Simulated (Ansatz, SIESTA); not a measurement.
This is a calculation of Sb (Antimony) for SIESTA 5.4.2. 

Sb.fdf

```
SystemName                      Antimony
SystemLabel                     Sb
NumberOfSpecies                 1
NumberOfAtoms                   2
%block ChemicalSpeciesLabel
  1  51 Sb
%endblock ChemicalSpeciesLabel

LatticeConstant                 1.0 Ang
%block LatticeVectors
     2.1542000000     1.2437279499     3.7580000000
    -2.1542000000     1.2437279499     3.7580000000
     0.0000000000    -2.4874558998     3.7580000000
%endblock LatticeVectors
AtomicCoordinatesFormat         Fractional
%block AtomicCoordinatesAndAtomicSpecies
     0.7665100000     0.7665100000     0.7665100000  1  Sb
     0.2334900000     0.2334900000     0.2334900000  1  Sb
%endblock AtomicCoordinatesAndAtomicSpecies

%block kgrid.MonkhorstPack
    8   0   0  0.0
    0   8   0  0.0
    0   0   8  0.0
%endblock kgrid.MonkhorstPack
XC.Functional                   GGA
XC.Authors                      PBEsol
PAO.BasisSize                   DZP
PAO.EnergyShift                 0.003 Ry
Mesh.Cutoff                     500 Ry
OccupationFunction              FD
ElectronicTemperature           0.05 eV
MaxSCFIterations                120
SCF.MustConverge                false
SCF.Mixer.Method                Pulay
SCF.Mixer.Weight                0.25
SCF.Mixer.History               8
SCF.DM.Tolerance                5.0e-05
SCF.H.Tolerance                 1.0e-03 eV
WriteForces                     true
Charge.Mulliken                 end
%block PAO.Basis
  Sb 4
  n=5 0 2
    5.972 0.000
  n=5 1 2
    7.842 0.000
  n=4 2 2
    3.490 0.000
  n=5 2 1
    7.842
%endblock PAO.Basis
```

Potentials or basis: PseudoDojo 0.4 standard (PBEsol files), converted to PSML, two zetas on semicore shells, DZP (energy shift 0.003 Ry; two zetas on semicore shells).

Launch:

```bash
$ siesta Sb.fdf > Sb.out 2>&1
```

Question: What does the same run look like in Ansatz 0.2.0? Potentials or basis there: Ansatz PAW, cutoff 420 eV.

Answer: As run (cutoffs and basis follow the program's own potentials, and thresholds, step limits or extra output files can differ):

Contents of input.yaml:

```yaml
crystal:
  lattice:
    - [2.1542, 1.2437279499, 3.758]
    - [-2.1542, 1.2437279499, 3.758]
    - [0.0, -2.4874558998, 3.758]
  atoms:
    - { symbol: Sb, position: [0.76651, 0.76651, 0.76651] }
    - { symbol: Sb, position: [0.23349, 0.23349, 0.23349] }
hamiltonian:
  xc: pbesol
  pseudopotentials: { kind: paw }
kpoints:
  mp_grid: { grid: [8, 8, 8] }
scf:
  occupations: { method: fermi_dirac, width: 0.05 }
output:
  forces: true
  stress: true
  eigenvalues: true
```

Potentials or basis: Ansatz PAW.

Run with:

```sh
$ ansatz run input.yaml --threads 1 --pin off --max-ram 3584MiB --backend cpu --events-out ev --progress --plain --runs-dir out
```

Both were run:

|  | SIESTA | Ansatz |
| --- | --- | --- |
| Pressure | 0.9 GPa | 0.0 GPa |

Ansatz's pressure holds a Pulay term of +0.04 GPa for its cutoff of 420 eV, which the other run lacks.

Ansatz's potentials were made for PBE.

Where Ansatz's input types no cutoff or centring, it takes its own default and a Γ-centred mesh.

Pressure is positive in compression.
